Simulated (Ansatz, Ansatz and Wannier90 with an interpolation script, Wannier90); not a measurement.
# G0W0 band structure of GaAs (F-43m)

G0W0 gives levels on a mesh alone; what do the bands of GaAs (F-43m) look like between the points?

Program: Ansatz 0.2.0. Level of theory: r2SCAN, Wannier functions and G0W0, plane waves, PAW. Results are calculated unless marked as measured.

**Experimental background.**

- Gap 1.51 eV: band-edge emission energy from PL (direct gap at Gamma); photoluminescence, 633 nm excitation; 77 K; bulk crystal (MBE GaAs matrix around a thin InAs wetting layer on semi-insulating GaAs (100)) (“Photoluminescence of InAs/GaAs quantum dots under direct two-photon excitation”, 2020, pmc:7331710).

- Gap 1.418 ± 0.005 eV: direct gap E0 at Gamma from PR; modulated photoreflectance, low-field lineshape fit; 300 K; bulk crystal (semi-insulating GaAs(001) reference substrate) (“Evidence of valence band perturbations in GaAsN/GaAs(001): A combined variable-angle spectroscopic ellipsometry and modulated photoreflectance investigation”, 2008, arxiv:0805.2212).

- Gap 1.412 ± 0.01 eV: direct gap E0 at Gamma from ellipsometry; variable-angle spectroscopic ellipsometry, parametric critical-point fit; 300 K; bulk crystal (semi-insulating GaAs(001) reference substrate with native oxide) (“Evidence of valence band perturbations in GaAsN/GaAs(001): A combined variable-angle spectroscopic ellipsometry and modulated photoreflectance investigation”, 2008, arxiv:0805.2212).

- Gap 1.42 eV: fundamental direct gap E0 at Gamma, seen as sharp points in Psi and Delta; spectroscopic ellipsometry; 300 K; bulk crystal (semi-insulating GaAs (100) substrate) (“Ellipsometric study of the Electronic Structure of GaMnAs and LT-GaAs”, 2004, arxiv:cond-mat/0404304).

## Step 1: The starting structure

The structure is cubic, space group F-43m (No. 216). The conventional cell has a = 5.654 Å, b = 5.654 Å, c = 5.654 Å, α = 90.00°, β = 90.00°, γ = 90.00°. Ga has 4 As at 2.45 Å nearest. As has 4 Ga at 2.45 Å nearest. Farther neighbours are not listed.

The cell and positions come from the Crystallography Open Database and are kept as given unless a step says otherwise. The default PAW set here is soft_2. Its files were made with PBE.

## Step 2: r2SCAN bands

Levels along a band path, at the cheap level, show where the edges lie and whether the meshes to come will hold them.

This step: DFT, r2SCAN, plane waves, PAW.

Input file input.yaml:

```yaml
crystal:
  lattice:
    - [0.0, 2.82685, 2.82685]
    - [2.82685, 0.0, 2.82685]
    - [2.82685, 2.82685, 0.0]
  atoms:
    - { symbol: Ga, position: [0.0, 0.0, 0.0] }
    - { symbol: As, position: [0.75, 0.75, 0.75] }
kpoints:
  mp_grid: { grid: [8, 8, 8] }
  band_path:
    path:
      - [[0.0, 0.0, 0.0], [-0.5, -0.5, 0.0], [-0.375, -0.375, 0.25]]
      - [[-0.375, 0.0, 0.375], [0.0, 0.0, 0.0], [0.0, 0.0, 0.5], [-0.5, -0.25, 0.25], [-0.5, -0.5, 0.0]]
    npoints: 10
hamiltonian:
  xc: r2scan
scf:
  occupations: { method: fermi_dirac, width: 0.02 }
  n_extra_bands: 30
output:
  eigenvalues: true
  fatbands: true
  write_density: true
  write_potential: true
  elf: true
  volumetric_format: npy
```

Started as:

```console
ansatz run input.yaml --threads 12 --pin off --max-ram 22118MiB --backend cpu --events-out ev --progress --plain --runs-dir out
```

Numbers of over 12 decimals in the logs are rounded to 6 here.

Output:

```text
scf.n_extra_bands = 30 over 14 filled bands (N_el = 28.0): the run solves 44 bands
Engine: ansatz 0.2.0, x86_64-unknown-linux-gnu
Pseudopotentials: kind: paw
Pseudopotential: Ga, paw, valence charge 13, recommended cutoff 500 eV (meta_gga), Ga.paw.azcp
Pseudopotential: As, paw, valence charge 15, recommended cutoff 500 eV (meta_gga), As.paw.azcp
Functional definition: r2SCAN
  parameter k0 = 0.174
  parameter k1 = 0.065
  parameter a1 = 4.9479
  exchange = r2scan_x(k0 = k0, k1 = k1, a1 = a1)
  correlation = r2scan_c
Crystal: 2 atoms, lattice volume = 45.179 Å³
Basis set: ecut = 500 eV, 1139 PW (Γ), exchange–correlation on 120×120×120 points (64 copies of the dense FFT grid, shifted against one another)
Bands: 44, of which v1, the nominal top of the filled ones, is band 14 counted from 1 (13 counted from 0)
Symmetry: 24 space group operations
Space group: F-43m (ITA 216), of the structure as read, at distance tolerance 3.6e-5 Å
k-points: 29 of 512 (time reversal used)
Non-local potential: Ga, projectors of the file, l = 0: 2, l = 1: 2, l = 2: 3, l = 3: 1
Non-local potential: As, projectors of the file, l = 0: 2, l = 1: 2, l = 2: 3, l = 3: 1
PAW form: soft (Blöchl's): semilocal exchange-correlation on the pseudo side does not see the compensation charge
PAW frozen core: Ga, regenerated for the run's functional (the file was generated under x = pbe(κ = 0.804, μ = 0.219515), c = pbe(β = 0.066725))
PAW frozen core: As, regenerated for the run's functional (the file was generated under x = pbe(κ = 0.804, μ = 0.219515), c = pbe(β = 0.066725))
PAW one-centre angular grid: Ga, 590 points (default); XC on 160 Gauss nodes
PAW one-centre angular grid: As, 590 points (default); XC on 160 Gauss nodes
Initial density: superposition of atomic densities (neutral atoms: chi_scale 0, normalization atom), corrected by the library's trained network
Initial wavefunctions: pseudopotential atomic-orbital guess
Functional: x = r2scan, c = r2scan; τ floored in thin density (d = 2e-4 eV/Å³)
SCF iter   1: F=—  HF=-8655.744176 eV  |F-HF|=—  |Δ(HF+E_count)|=         —  Δρ=7.71e-3  dr2=1.00e-2  dr2_τ=4.44e-3  ethr=1.77e-3  ⟨swp⟩=7.1  Hψ=5798  notcnv=0  defer=416
preconditioner: auto → none  [insulator: Δε(μ)=0.949 eV  Ē_g=34.305 eV  σ=0.020 eV  W_gap=1.00  n_scr=14 (ndim 8)  ℏωp=23.4 eV  f_vac=0.090  D(μ)=0.00/eV (n_scr^D=0)  ε∞_Penn≈1.5]
SCF iter   2: F=—  HF=-8655.753948 eV  |F-HF|=—  |Δ(HF+E_count)|=   9.77e-3  Δρ=1.69e-3  dr2=1.26e-3  dr2_τ=3.26e-5  ethr=3.57e-5  ⟨swp⟩=2.1  Hψ=2063  notcnv=0  defer=698
SCF iter   3: F=—  HF=-8655.753775 eV  |F-HF|=—  |Δ(HF+E_count)|=   1.72e-4  Δρ=1.54e-3  dr2=3.80e-4  dr2_τ=3.36e-6  ethr=4.50e-6  ⟨swp⟩=2.0  Hψ=1011  notcnv=0  defer=698
SCF iter   4: F=—  HF=-8655.753961 eV  |F-HF|=—  |Δ(HF+E_count)|=   1.86e-4  Δρ=3.18e-4  dr2=3.13e-5  dr2_τ=5.09e-7  ethr=1.36e-6  ⟨swp⟩=3.0  Hψ=1093  notcnv=0  defer=698
SCF iter   5: F=—  HF=-8655.753950 eV  |F-HF|=—  |Δ(HF+E_count)|=   1.15e-5  Δρ=3.64e-5  dr2=6.12e-7  dr2_τ=1.02e-8  ethr=1.12e-7  ⟨swp⟩=2.0  Hψ=984  notcnv=0  defer=698
SCF iter   6: F=-8655.753949 eV  HF=-8655.753949 eV  |F-HF|=8.95e-9  |Δ(HF+E_count)|=   1.37e-7  Δρ=1.09e-5  dr2=3.62e-8  dr2_τ=1.28e-9  ethr=3.57e-10  ⟨swp⟩=9.5  Hψ=7220  notcnv=0
SCF 1 converged in 6 iterations: F = -8655.753949 eV  dr2 = 3.62e-8
[...]
NSCF: frozen V_eff on 62 k-points
SCF converged after 6 iterations
Free energy (F): -8655.753949 eV
Harris-Foulkes:  -8655.753949 eV  (|F-HF|=8.95e-9)
Internal energy: -8655.753949 eV  (E = F + TS)
E sigma→0 (E₀):  -8655.753949 eV
Fermi energy:    8.456820 eV
--- Per-component energies (eV) ---
  E_band       = -331.094464
  E_kinetic    = 218.621271
  E_local      = -3919.234005  (includes V_loc(G=0)·N_el)
  E_nonlocal   = -242.901258
  E_hartree    = 1977.238109
  E_xc         = -136.649050
  E_vxc        = -143.970504  (∫ρ·V_xc dr)
  E_paw        = -3851.990712  (= ΣΔE_a)
  E_vpaw       = -205.594345  (= ΣTr[D̂ρ^β])
  E_aug_tail   = -0.000041  (compensation charges beyond the density's cutoff)
  E_vtau       = 7.515653  (kinetic-family band-sum trace: ∫τ·v_τ [+ j·A + Jᵃ·Aᵃ] dr)
  E_ewald      = -2698.727786
  E_core_change = -2.110478  (= ΣΔE_core)
  E_smearing   = -0.000000  (= −TS)
  E_closure    = -0.000000  (closes the sum)
  Σ components = -8655.753949   (vs F -8655.753949, Δ=0.00e0)
--- Band table (eV; the first three rows and the last of 29) ---
  k-point 0: bands = [... 10 lower, -5.2703, 7.9380, 7.9380, 7.9380, 8.9537, 11.9877, 11.9877, 11.9877, ... 26 higher]
  k-point 1: bands = [... 10 lower, -5.0776, 6.0308, 7.6955, 7.6955, 9.9276, 12.3490, 12.3490, 12.5152, ... 26 higher]
  k-point 2: bands = [... 10 lower, -4.5412, 3.7492, 7.2374, 7.2374, 9.7734, 12.8910, 12.8910, 14.4042, ... 26 higher]
  k-point 28: bands = [... 10 lower, -2.5827, 1.1496, 4.2956, 4.5038, 12.9715, 13.0082, 13.8563, 14.4305, ... 26 higher]
```

The job ended after 1.4 s (12 threads of Intel Xeon 6975P-C (Granite Rapids), shared host; peak memory 0.65 GiB).

Numbers from this step:

```yaml
filled_bands: 14
gap: 1.016 eV
valence_top_at: Γ
conduction_bottom_at: Γ
least_direct_gap: 1.016 eV
```

The gap is direct, at Γ.

Electrostatic potential energy in the ac plane of a cell with a along [110], b along [-110] and c along [001] of the cube at fractional y = 0.000, with atoms of Ga and As within 0.2 Å of it. With pseudopotentials it is smooth inside the atoms' cores, unlike the true potential.

Ten even steps from '_' (-14 eV) to '@' (12 eV), each cell a mean:
```
____--##@@@@@@%%++________--##@@@@@@%%++____
__::**%%@@@@@@@@##--____::**%%@@@@@@@@##--__
++**%%@@@@@@@@@@%%##**++**%%@@@@@@@@@@%%##**
%%@@@@@@@@@@@@@@@@@@%%%%@@@@@@@@@@@@@@@@@@%%
@@@@@@@@@@@@@@@@@@@@@@@@@@@@@@@@@@@@@@@@@@@@
@@@@@@@@@@@@@@@@@@@@@@@@@@@@@@@@@@@@@@@@@@@@
@@@@@@@@@@@@@@@@@@@@@@@@@@@@@@@@@@@@@@@@@@@@
@@@@@@@@%%%%%%@@@@@@@@@@@@@@@@%%%%%%@@@@@@@@
@@@@@@%%++====##%%@@@@@@@@@@%%++====##%%@@@@
@@@@%%==::++==--##@@@@@@@@%%==::++==--##@@@@
@@@@##::**@@@@--++%%@@@@@@##::**@@@@--++%%@@
%%%%##::##@@@@--++%%%%%%%%##::##@@@@--++%%%%
--==**==--++==--****----==**==--++==--****--
____==**++--==****::______==**++--==****::__
____::##%%%%%%%%++________::##%%%%%%%%++____
```
Columns run along a (8.0 Å; values clipped at the 3rd and 97th percentile), rows up along c (5.7 Å), edges of the conventional cell, whose origin can differ from the input's. Atoms in or near the plane, at fractional coordinates: Ga at (0.50, 0.00), Ga at (0.00, 0.00), As at (0.75, 0.25), As at (0.25, 0.25).

Valence density in the ac plane of a cell with a along [110], b along [-110] and c along [001] of the cube at fractional y = 0.000, with atoms of Ga and As within 0.2 Å of it. It is the smooth field of the valence electrons, not physical close to the nuclei.

Ten steps, logarithmic in the rise over the least value, from '_' (0 e/Å³) to '@' (34 e/Å³), each cell a mean:
```
%%++::__________..--##%%++::__________..--##
==::..____________..--==::..____________..--
....________________......________________..
____________________________________________
____________________________________________
____________________________________________
____________________________________________
____________________________________________
______....::....____________....::....______
______..--++==::..__________..--++==::..____
____..::**@@%%==..________..::**@@%%==..____
__....--**@@%%==::..____....--**@@%%==::..__
::....::==++++::::....::....::==++++::::....
**--::....::::....::++**--::....::::....::++
@@**::............==%%@@**::............==%%
```
Columns run along a (8.0 Å), rows up along c (5.7 Å), edges of the conventional cell, whose origin can differ from the input's. Atoms in or near the plane, at fractional coordinates: Ga at (0.50, 0.00), Ga at (0.00, 0.00), As at (0.75, 0.25), As at (0.25, 0.25).

## Step 3: Overlaps and projections on 16×16×16

This step: overlaps and projections of r2SCAN states for Wannier90, plane waves, PAW.

input.yaml, the sections that differ from step 2:

```yaml
kpoints:
  mp_grid: { grid: [8, 8, 8] }
scf:
  occupations: { method: fixed }
  n_extra_bands: 30
output:
  wannier:
    kmesh: [16, 16, 16]
    projections:
      - { species: As, l: p, shell: 4 }
      - { species: Ga, l: s, shell: 4 }
      - { species: Ga, l: p, shell: 4 }
    minimise: false
    seedname: w
    disentanglement: { window: [0.8, 20.27], frozen_window: [0.8, 11.95] }
# crystal, hamiltonian: as in step 2
```

Output:

```text
[...]
Crystal: 2 atoms, lattice volume = 45.179 Å³
Basis set: ecut = 500 eV, 1139 PW (Γ), exchange–correlation on 120×120×120 points (64 copies of the dense FFT grid, shifted against one another)
Bands: 44, of which v1, the nominal top of the filled ones, is band 14 counted from 1 (13 counted from 0)
Symmetry: 24 space group operations
[...]
k-points: 29 of 512 (time reversal used)
[...]
--- Band table (eV; the first three rows and the last of 29) ---
  k-point 0: bands = [... 10 lower, -5.2704, 7.9380, 7.9380, 7.9380, 8.9537, 11.9877, 11.9877, 11.9877, ... 26 higher]
  k-point 1: bands = [... 10 lower, -5.0776, 6.0308, 7.6955, 7.6955, 9.9276, 12.3490, 12.3490, 12.5152, ... 26 higher]
  k-point 2: bands = [... 10 lower, -4.5412, 3.7491, 7.2373, 7.2373, 9.7734, 12.8910, 12.8910, 14.4042, ... 26 higher]
  k-point 28: bands = [... 10 lower, -2.5828, 1.1496, 4.2956, 4.5038, 12.9715, 13.0082, 13.8563, 14.4305, ... 26 higher]
[key lines of the parts left out:]
SCF converged after 6 iterations
Free energy (F): -8655.753949 eV
Fermi energy:    7.937955 eV
```

Run time: 15 s. Hardware: 12 threads; peak memory 4.3 GiB.

(Part 1 of 3 ends here.)

[Paths, hosts, dates, memory and timing lines, banners, echoed tables and standing remarks are left out of the program output.]

[Logs are printed without paths, hosts, clocks, repeated set-up lines and the standing remarks that a program may print on its own settings, such as how far it seeks lower states.]

[Runs of the session that timed out or met a known fault of the program may be left out.]

[Hosts, paths, dates, database ids (printed as entryN), source tags and the programs' standing remarks are cut or masked in the printed files.]
